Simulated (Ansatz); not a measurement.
# Ni: the cost of one run

Computed with Ansatz 0.2.0 (DFT PBE, scalar-relativistic, plane waves, PAW, unless a step's input says otherwise).

The COD entry's cell or inner coordinates are ideal or old and differ from later refinements, so a difference from it is no clean test against experiment.

2 further runs of the same task are left out: 2 set aside as unsound or not needed.

### 1 Starting point

It takes space group F-43m (No. 216, cubic). The conventional cell has a = 4.380 Å, b = 4.380 Å, c = 4.380 Å, α = 90.00°, β = 90.00°, γ = 90.00°. Si (site symmetry -43m) has 4 C at 1.90 Å as nearest neighbours. Around C (site symmetry -43m) lie 4 Si at 1.90 Å.

As a file:

```
CELL_PARAMETERS angstrom
0.00000 2.18986 2.18986
2.18986 0.00000 2.18986
2.18986 2.18986 0.00000
ATOMIC_POSITIONS crystal
Si 0.00000 0.00000 0.00000
C 0.75000 0.75000 0.75000
```

It is the result of an earlier relaxation at this level (volume 10.50 Å³/atom; gap on the mesh: 1.37 eV).

### 2 The film's bulk: Ni

Relaxed beforehand at this level: -5839.7214 eV/atom, gap on the mesh none (metal).

```yaml
crystal:
  lattice:
    - [0.00000, 1.75926, 1.75926]
    - [1.75926, 0.00000, 1.75926]
    - [1.75926, 1.75926, 0.00000]
  atoms:
    - { symbol: Ni, position: [0.00000, 0.00000, 0.00000] }
```

Bulk energy of SiC, the base, on matching settings, from an earlier run: -443.5801 eV/atom.

### 3 Ni strained to the base's plane

The (111) plane of Ni is fitted to the (100) plane of SiC, a strain of +1.6 % along x and +5.6 % along y; the third vector and the atoms relax.

Contents of input.yaml:

```yaml
crystal:
  lattice:
    - [4.3797282048, 0.0, 0.0]
    - [-2.1898641024, 6.5695923072, 0.0]
    - [-1.4599094016, 0.0, 1.9468066326]
  atoms:
    - { symbol: Ni, position: [0.4, 0.8, 0.0], spin: 0.75 }
    - { symbol: Ni, position: [0.2, 0.4, 0.0], spin: 0.75 }
    - { symbol: Ni, position: [0.8, 0.6, 0.0], spin: 0.75 }
    - { symbol: Ni, position: [0.0, 0.0, 0.0], spin: 0.75 }
    - { symbol: Ni, position: [0.6, 0.2, 0.0], spin: 0.75 }
basis:
  ecutwfc: 420
kpoints:
  mp_grid: { grid: [8, 6, 17] }
hamiltonian:
  xc: pbe
scf:
  occupations: { method: gaussian, width: 0.1 }
output:
  forces: true
  stress: true
  eigenvalues: true
  populations: true
magnetization:
  spin_polarized: true
relax:
  adjacent_minimum: "off"
  f_tol: 0.01
  max_steps: 50
  cell: { fix: [a, b, gamma], stress_tol: 0.1 }
```

Run with:

```
$ ansatz run input.yaml --threads 8 --pin off --max-ram 20480MiB --backend cpu --events-out ev --progress --plain --runs-dir out
```

What time and memory should one allow on 8 threads of Intel Xeon 6975P-C (Granite Rapids), shared host?

About 68 s, with a peak of 2.1 GiB.
